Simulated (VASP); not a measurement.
Crystal: Tl.

```
Tl
1.0
     3.45600    0.00000    0.00000
    -1.72800    2.99298    0.00000
     0.00000    0.00000    5.52500
Tl
2
Direct
  0.66667 0.33333 0.75000
  0.33333 0.66667 0.25000
```

* Program: VASP 6.6.1
* Task: single point
* Functional: PBE
* Potentials or basis: VASP PAW PBE potentials, release 64 (Tl_d)
* Cutoff: 520 eV
* k mesh: 9 × 9 × 5
* Occupations: fermi-dirac, width 0.05 eV
* Spin: no spin polarisation

On this cell: pressure 3.4 GPa; largest force under 0.003 eV/Å; band gap on the k mesh none (metal or under the smearing width).

The same run follows on a disturbed copy (atoms moved at random, drawn with an rms of 0.05 Å):

```
Tl
1.0
     3.45600    0.00000    0.00000
    -1.72800    2.99298    0.00000
     0.00000    0.00000    5.52500
Tl
2
Direct
  0.66750 0.31964 0.74125
  0.32903 0.66275 0.24287
```

Task: What does the disturbed cell give?

Result: The energy (extrapolated to zero smearing) moves by +0.2 meV/atom; pressure 3.4 GPa; largest force 0.031 eV/Å; band gap on the k mesh none (metal or under the smearing width).

Forces on the atoms (eV/Å):
```
Tl  -0.008  0.008  0.029
Tl   0.008 -0.008 -0.029
```

Stress tensor (GPa, compression positive):
```
2.77 0.17 0.00
0.17 3.04 0.00
0.00 0.00 4.28
```
